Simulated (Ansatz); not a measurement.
# Ti (P6/mmm) in Ansatz: a series of runs

One crystal, Ti, is run at these levels: r2SCAN; tasks: single point, equation of state.

All numbers are computed with Ansatz 0.2.0; they aren't measurements. Logs are shortened: lines on timing, memory, paths and dates and some standing lists are left out, and cuts for length are marked.

### Step 1. Starting point

The structure is hexagonal, space group P6/mmm (No. 191). Conventional cell: a = 4.567 Å, b = 4.567 Å, c = 2.826 Å, α = 90.00°, β = 90.00°, γ = 120.00°. Ti (site symmetry -6m2) has 11 Ti at 2.64 to 2.99 Å as nearest neighbours. Ti (site symmetry 6/mmm) has 14 Ti at 2.83 to 2.99 Å as nearest neighbours.

This isn't the form of Ti at room conditions, which is hcp.

### Step 2. Single point, r2SCAN, 16.00 Å³/atom (volume scaled by 0.94)

input.yaml

```yaml
crystal:
  lattice:
    - [4.4741369374, 0.0, 0.0]
    - [-2.2370684687, 3.8747162478, 0.0]
    - [0.0, 0.0, 2.7685496267]
  atoms:
    - { symbol: Ti, position: [0.6666666667, 0.3333333333, 0.5] }
    - { symbol: Ti, position: [0.3333333333, 0.6666666667, 0.5] }
    - { symbol: Ti, position: [0.0, 0.0, 0.0] }
hamiltonian:
  xc: r2scan
  pseudopotentials: { kind: paw }
kpoints:
  mp_grid: { grid: [7, 7, 9] }
scf:
  occupations: { method: fermi_dirac, width: 0.05 }
output:
  forces: true
  stress: true
  eigenvalues: true
```

Potentials or basis: Ansatz PAW.

On the command line:

```bash
ansatz run input.yaml --threads 2 --pin off --max-ram 5632MiB --backend cpu --events-out ev --progress --plain --runs-dir out
```

Standard output:

```text
Warning: RAYON_NUM_THREADS=2 ignored (pool sized by the plan → 2); use --threads N
Engine: ansatz 0.2.0, x86_64-unknown-linux-gnu
Pseudopotentials: kind: paw
Pseudopotential: Ti, paw, valence charge 12, recommended cutoff 500 eV (meta_gga), Ti.paw.azcp
Functional definition: r2SCAN
  parameter k0 = 0.174
  parameter k1 = 0.065
  parameter a1 = 4.9479
  exchange = r2scan_x(k0 = k0, k1 = k1, a1 = a1)
  correlation = r2scan_c
Crystal: 3 atoms, lattice volume = 47.996 Å³
Basis set: ecut = 500 eV, 1181 PW (Γ), exchange–correlation on 144×144×96 points (64 copies of the dense FFT grid, shifted against one another)
Bands: 22, of which v1, the nominal top of the filled ones, is band 18 counted from 1 (17 counted from 0)
Symmetry: 24 space group operations
Space group: P6/mmm (ITA 191), of the structure as read, at distance tolerance 3.6e-5 Å
k-points: 40 of 441
Non-local potential: Ti, projectors of the file, l = 0: 3, l = 1: 2, l = 2: 3, l = 3: 1
PAW form: soft (Blöchl's): semilocal exchange-correlation on the pseudo side does not see the compensation charge
PAW frozen core: Ti, regenerated for the run's functional (the file was generated under x = pbe(κ = 0.804, μ = 0.2195149727645171), c = pbe(β = 0.06672455060314922))
PAW one-centre angular grid: Ti, 590 points (default); XC on 160 Gauss nodes
Initial density: superposition of atomic densities (neutral atoms: chi_scale 0, normalization atom), corrected by the library's trained network
Initial wavefunctions: pseudopotential atomic-orbital guess
Functional: x = r2scan, c = r2scan; τ floored in thin density (d = 2e-4 eV/Å³)
SCF iter   1: F=—  HF=-7513.009777 eV  |F-HF|=—  |Δ(HF+E_count)|=         —  Δρ=1.86e-2  dr2=1.50e-1  dr2_τ=3.35e-2  ethr=1.77e-3  ⟨swp⟩=4.1  Hψ=3070  notcnv=0
preconditioner: auto → none  [metal: Δε(μ)=0.076 eV  Ē_g=2.889 eV  σ=0.050 eV  W_gap=0.33  n_scr=8 (ndim 8)  ℏωp=18.6 eV  f_vac=0.000  D(μ)=1.95/eV (n_scr^D=8)  sad-step TF]
SCF iter   2: F=—  HF=-7513.097575 eV  |F-HF|=—  |Δ(HF+E_count)|=   8.78e-2  Δρ=8.32e-3  dr2=4.55e-2  dr2_τ=2.27e-3  ethr=4.17e-4  ⟨swp⟩=2.3  Hψ=1902  notcnv=0
SCF iter   3: F=—  HF=-7513.154986 eV  |F-HF|=—  |Δ(HF+E_count)|=   5.74e-2  Δρ=2.71e-2  dr2=7.44e-1  dr2_τ=2.01e-2  ethr=1.26e-4  ⟨swp⟩=2.6  Hψ=1653  notcnv=0  recentre
SCF iter   4: F=—  HF=-7513.094576 eV  |F-HF|=—  |Δ(HF+E_count)|=   6.04e-2  Δρ=2.95e-3  dr2=3.78e-3  dr2_τ=3.58e-4  ethr=1.26e-4  ⟨swp⟩=2.4  Hψ=1305  notcnv=0
SCF iter   5: F=—  HF=-7513.095903 eV  |F-HF|=—  |Δ(HF+E_count)|=   1.33e-3  Δρ=9.96e-4  dr2=6.88e-4  dr2_τ=2.99e-5  ethr=1.05e-5  ⟨swp⟩=2.9  Hψ=1703  notcnv=0
SCF iter   6: F=—  HF=-7513.095982 eV  |F-HF|=—  |Δ(HF+E_count)|=   7.91e-5  Δρ=2.35e-4  dr2=2.44e-5  dr2_τ=2.19e-6  ethr=1.91e-6  ⟨swp⟩=2.0  Hψ=1060  notcnv=0
SCF iter   7: F=—  HF=-7513.095987 eV  |F-HF|=—  |Δ(HF+E_count)|=   5.12e-6  Δρ=4.81e-5  dr2=4.83e-7  dr2_τ=9.15e-8  ethr=6.77e-8  ⟨swp⟩=2.0  Hψ=1096  notcnv=0
SCF iter   8: F=-7513.095987 eV  HF=-7513.095987 eV  |F-HF|=1.54e-9  |Δ(HF+E_count)|=   4.64e-7  Δρ=5.28e-6  dr2=1.03e-8  dr2_τ=8.50e-10  ethr=2.78e-10  ⟨swp⟩=5.0  Hψ=3409  notcnv=0
SCF 1 converged in 8 iterations: F = -7513.095987 eV  dr2 = 1.03e-8
SCF converged after 8 iterations
Free energy (F): -7513.095987 eV
Harris-Foulkes:  -7513.095987 eV  (|F-HF|=1.54e-9)
Internal energy: -7513.077393 eV  (E = F + TS)
E sigma→0 (E₀):  -7513.086690 eV
Entropy (-TS):   -0.018594 eV (-6.198 meV/atom)
Fermi energy:    14.639215 eV
--- Per-component energies (eV) ---
  E_band       = -462.855845
  E_kinetic    = 823.828048
  E_local      = -2302.841599  (includes V_loc(G=0)·N_el)
  E_nonlocal   = 22.749462
  E_hartree    = 954.728048
  E_xc         = -280.589826
  E_vxc        = -401.165418  (∫ρ·V_xc dr)
  E_paw        = -3171.431233  (= ΣΔE_a)
  E_vpaw       = -542.435103  (= ΣTr[D̂ρ^β])
  E_aug_tail   = 0.000269  (compensation charges beyond the density's cutoff)
  E_vtau       = 27.547505  (kinetic-family band-sum trace: ∫τ·v_τ [+ j·A + Jᵃ·Aᵃ] dr)
  E_ewald      = -3558.760190
  E_core_change = -0.760371  (= ΣΔE_core)
  E_smearing   = -0.018594  (= −TS)
  E_closure    = 0.000000  (closes the sum)
  Σ components = -7513.095987   (vs F -7513.095987, Δ=0.00e0)
--- Forces (eV/Å), atoms counted from 1 ---
  atom   1  Ti     0.00000000     0.00000000    -0.00000000
  atom   2  Ti     0.00000000     0.00000000     0.00000000
  atom   3  Ti    -0.00000000     0.00000000     0.00000000
  max |Σ_I F_I| component: 1.11e-16 eV/Å
--- Stress (GPa, compression-positive) ---
        7.895849       0.000000      -0.000000
        0.000000       7.895849      -0.000000
       -0.000000      -0.000000       8.403741
  P = ⅓ Tr σ = 8.0651 GPa (80.651 kbar)
--- Band table (eV; the first three rows and the last of 40) ---
  k-point 0: bands = ["-44.5013", "-44.2553", "-44.0550", "-19.7838", "-19.7838", "-19.7602", "-19.7602", "-19.3518", "-19.1191", "-19.0259", "-19.0137", "-19.0137", "7.9635", "12.4196", "13.8281", "13.8281", "13.8596", "13.8596", "14.6821", "15.4999", "16.1571", "16.1571"]
  k-point 1: bands = ["-44.4895", "-44.2497", "-44.0469", "-19.7674", "-19.7674", "-19.7506", "-19.7506", "-19.4145", "-19.1962", "-19.0888", "-19.0162", "-19.0162", "8.2734", "12.6552", "13.6372", "13.6372", "13.6836", "13.6836", "15.0878", "15.7665", "16.0731", "16.0731"]
  k-point 2: bands = ["-44.4593", "-44.2360", "-44.0263", "-19.7260", "-19.7260", "-19.7244", "-19.7244", "-19.5693", "-19.3901", "-19.2462", "-19.0237", "-19.0237", "9.1420", "13.1115", "13.1115", "13.1788", "13.3341", "13.3341", "16.0341", "16.0341", "16.2206", "16.4339"]
  k-point 39: bands = ["-44.3984", "-44.1219", "-44.0802", "-20.0286", "-19.8412", "-19.7712", "-19.5807", "-19.5063", "-19.4655", "-19.4239", "-19.2811", "-18.9526", "11.6679", "12.6229", "13.0286", "13.3965", "13.4156", "13.6060", "14.9430", "15.3767", "15.6803", "16.0284"]
```

Run time: 7.3 s. Hardware: 2 threads of AMD EPYC (Zen 3), shared host; peak memory 0.51 GiB.

What came out:

- Free energy: -7513.0960 eV
- Pressure: 8.1 GPa
- Band gap on the k mesh: none (metal or under the smearing width)

Caveat: the PAW data sets come from PBE, with cores solved anew for the run's functional, which leaves a small shift of forces and pressure.

### Step 3. Single point, r2SCAN, 16.34 Å³/atom (volume scaled by 0.96)

Edit input.yaml of step 2 so:

```diff
@@ -2,5 +2,5 @@
   lattice:
-    - [4.4741369374, 0.0, 0.0]
-    - [-2.2370684687, 3.8747162478, 0.0]
-    - [0.0, 0.0, 2.7685496267]
+    - [4.5056459821, 0.0, 0.0]
+    - [-2.252822991, 3.9020038809, 0.0]
+    - [0.0, 0.0, 2.7880470975]
   atoms:
@@ -20 +20,5 @@
   eigenvalues: true
+  write_density: true
+  write_potential: true
+  elf: true
+  volumetric_format: npy
```

Potentials or basis: Ansatz PAW.

On the command line:

```bash
ansatz run input.yaml --threads 2 --pin off --max-ram 5632MiB --backend cpu --events-out ev --progress --plain --runs-dir out
```

Run time: 9.2 s. Hardware: 2 threads of AMD EPYC (Zen 3), shared host; peak memory 0.51 GiB.

Results (log left out):

```yaml
Free_energy: -7513.1378 eV
Pressure: 5.1 GPa
Band_gap_on_the_k_mesh: none (metal or under the smearing width)
```

Caveat: the PAW data sets come from PBE, with cores solved anew for the run's functional, which leaves a small shift of forces and pressure.

### Step 4. Single point, r2SCAN, 16.68 Å³/atom (volume scaled by 0.98)

Edit input.yaml of step 3 so:

```diff
@@ -2,5 +2,5 @@
   lattice:
-    - [4.5056459821, 0.0, 0.0]
-    - [-2.252822991, 3.9020038809, 0.0]
-    - [0.0, 0.0, 2.7880470975]
+    - [4.5367203846, 0.0, 0.0]
+    - [-2.2683601923, 3.9289151029, 0.0]
+    - [0.0, 0.0, 2.8072756161]
   atoms:
@@ -20,5 +20 @@
   eigenvalues: true
-  write_density: true
-  write_potential: true
-  elf: true
-  volumetric_format: npy
```

On the command line:

```bash
ansatz run input.yaml --threads 2 --pin off --max-ram 5632MiB --backend cpu --events-out ev --progress --plain --runs-dir out
```

Wall time 9.5 s (2 threads of AMD EPYC (Zen 3), shared host); peak memory 0.5 GiB.

Results (log left out):

```
Free energy            : -7513.1615 eV
Pressure               : 2.4 GPa
Band gap on the k mesh : none (metal or under the smearing width)
```

Caveat: the PAW data sets come from PBE, with cores solved anew for the run's functional, which leaves a small shift of forces and pressure.

### Step 5. Single point, r2SCAN, 17.02 Å³/atom

Edit input.yaml of step 4 so:

```diff
@@ -2,5 +2,5 @@
   lattice:
-    - [4.5367203846, 0.0, 0.0]
-    - [-2.2683601923, 3.9289151029, 0.0]
-    - [0.0, 0.0, 2.8072756161]
+    - [4.5673748306, 0.0, 0.0]
+    - [-2.2836874153, 3.9554626319, 0.0]
+    - [0.0, 0.0, 2.82624427]
   atoms:
@@ -20 +20,5 @@
   eigenvalues: true
+  write_density: true
+  write_potential: true
+  elf: true
+  volumetric_format: npy
```

On the command line:

```bash
ansatz run input.yaml --threads 2 --pin off --max-ram 5632MiB --backend cpu --events-out ev --progress --plain --runs-dir out
```

It took 13 s on 2 threads of AMD EPYC (Zen 3), shared host; peak memory 0.5 GiB.

The run converged. Its results:

* Free energy: -7513.1687 eV
* Pressure: -0.1 GPa
* Band gap on the k mesh: none (metal or under the smearing width)

Caveat: the PAW data sets come from PBE, with cores solved anew for the run's functional, which leaves a small shift of forces and pressure.

### Step 6. Single point, r2SCAN, 17.36 Å³/atom (volume scaled by 1.02)

Edit input.yaml of step 5 so:

```diff
@@ -2,5 +2,5 @@
   lattice:
-    - [4.5673748306, 0.0, 0.0]
-    - [-2.2836874153, 3.9554626319, 0.0]
-    - [0.0, 0.0, 2.82624427]
+    - [4.5976232276, 0.0, 0.0]
+    - [-2.2988116138, 3.9816585121, 0.0]
+    - [0.0, 0.0, 2.8449616649]
   atoms:
@@ -20,5 +20 @@
   eigenvalues: true
-  write_density: true
-  write_potential: true
-  elf: true
-  volumetric_format: npy
```

Potentials or basis: Ansatz PAW.

On the command line:

```bash
ansatz run input.yaml --threads 2 --pin off --max-ram 5632MiB --backend cpu --events-out ev --progress --plain --runs-dir out
```

It took 8.7 s on 2 threads of AMD EPYC (Zen 3), shared host; peak memory 0.5 GiB.

The run converged. Its results:

| Property | Result |
| --- | --- |
| Free energy | -7513.1608 eV |
| Pressure | -2.4 GPa |
| Band gap on the k mesh | none (metal or under the smearing width) |

Caveat: the PAW data sets come from PBE, with cores solved anew for the run's functional, which leaves a small shift of forces and pressure.

### Step 7. Single point, r2SCAN, 17.70 Å³/atom (volume scaled by 1.04)

Edit input.yaml of step 6 so:

```diff
@@ -2,5 +2,5 @@
   lattice:
-    - [4.5976232276, 0.0, 0.0]
-    - [-2.2988116138, 3.9816585121, 0.0]
-    - [0.0, 0.0, 2.8449616649]
+    - [4.6274787604, 0.0, 0.0]
+    - [-2.3137393802, 4.007514162, 0.0]
+    - [0.0, 0.0, 2.8634359596]
   atoms:
@@ -20 +20,5 @@
   eigenvalues: true
+  write_density: true
+  write_potential: true
+  elf: true
+  volumetric_format: npy
```

On the command line:

```bash
ansatz run input.yaml --threads 2 --pin off --max-ram 5632MiB --backend cpu --events-out ev --progress --plain --runs-dir out
```

It took 10 s on 2 threads of AMD EPYC (Zen 3), shared host; peak memory 0.51 GiB.

The run converged. Its results:

| Property | Result |
| --- | --- |
| Free energy | -7513.1391 eV |
| Pressure | -4.4 GPa |
| Band gap on the k mesh | none (metal or under the smearing width) |

Caveat: the PAW data sets come from PBE, with cores solved anew for the run's functional, which leaves a small shift of forces and pressure.

### Step 8. Single point, r2SCAN, 18.04 Å³/atom (volume scaled by 1.06)

Edit input.yaml of step 7 so:

```diff
@@ -2,5 +2,5 @@
   lattice:
-    - [4.6274787604, 0.0, 0.0]
-    - [-2.3137393802, 4.007514162, 0.0]
-    - [0.0, 0.0, 2.8634359596]
+    - [4.6569539421, 0.0, 0.0]
+    - [-2.328476971, 4.0330404181, 0.0]
+    - [0.0, 0.0, 2.881674897]
   atoms:
@@ -20,5 +20 @@
   eigenvalues: true
-  write_density: true
-  write_potential: true
-  elf: true
-  volumetric_format: npy
```

On the command line:

```bash
ansatz run input.yaml --threads 2 --pin off --max-ram 5632MiB --backend cpu --events-out ev --progress --plain --runs-dir out
```

Wall time 8.6 s (2 threads of AMD EPYC (Zen 3), shared host); peak memory 0.51 GiB.

Results (log left out):

```
Free energy            : -7513.1049 eV
Pressure               : -6.3 GPa
Band gap on the k mesh : none (metal or under the smearing width)
```

Caveat: the PAW data sets come from PBE, with cores solved anew for the run's functional, which leaves a small shift of forces and pressure.

### Step 9. Equation of state, r2SCAN

Potentials or basis: Ansatz PAW.

This step only gathers the single runs of the series.

Results:

```yaml
Equilibrium_volume: 17.01 Å³/atom
Bulk_modulus_at_fixed_shape_and_positions: 118 GPa
Pressure_derivative_of_the_bulk_modulus: 3.6
```

Energy against volume, from the lowest point:
| volume (Å³/atom) | energy (meV/atom) |
| --- | --- |
| 15.999 | 24.23 |
| 16.339 | 10.30 |
| 16.679 | 2.40 |
| 17.020 | 0.00 |
| 17.360 | 2.64 |
| 17.701 | 9.85 |
| 18.041 | 21.25 |

Caveat: the cell was scaled at fixed shape and fractional positions, which overstates the stiffness of a crystal with free parameters, most of all of layers and chains; the PAW data sets were made with another functional, which shifts forces and pressure a little.
